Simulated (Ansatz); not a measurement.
The system is TiAl.

```xyz
2
Lattice="3.1791 0.0000 0.0000 0.0000 3.1791 0.0000 0.0000 0.0000 3.1791" Properties=species:S:1:pos:R:3 pbc="T T T"
Ti    0.0000    0.0000    0.0000
Al    1.5895    1.5895    1.5895
```

The cell comes from a database or a generator and needn't be the stable form of this composition.

```yaml
Program: Ansatz 0.2.0
Task: single point
Functional: PBE
Potentials_or_basis: Ansatz PAW
Cutoff: "420 eV (not typed: the program's choice for these potentials)"
k_mesh: 8 × 8 × 8
Occupations: fermi-dirac, width 0.05 eV
Spin: no spin polarisation
```

On this cell: pressure 0.9 GPa; largest force zero by symmetry; band gap on the k mesh none (metal or under the smearing width).

The same run follows on a disturbed copy (atoms moved at random, drawn with an rms of 0.05 Å):

```xyz
2
Lattice="3.1791 0.0000 0.0000 0.0000 3.1791 0.0000 0.0000 0.0000 3.1791" Properties=species:S:1:pos:R:3 pbc="T T T"
Ti   -0.0036    0.0241    0.0054
Al    1.6191    1.6101    1.5915
```

Q: What does the disturbed cell give?

A: The energy (extrapolated to zero smearing) moves by +1.8 meV/atom; pressure 0.9 GPa; largest force 0.212 eV/Å; band gap on the k mesh none (metal or under the smearing width).

Forces on the atoms (eV/Å):
```
Ti   0.210 -0.022 -0.022
Al  -0.210  0.022  0.022
```
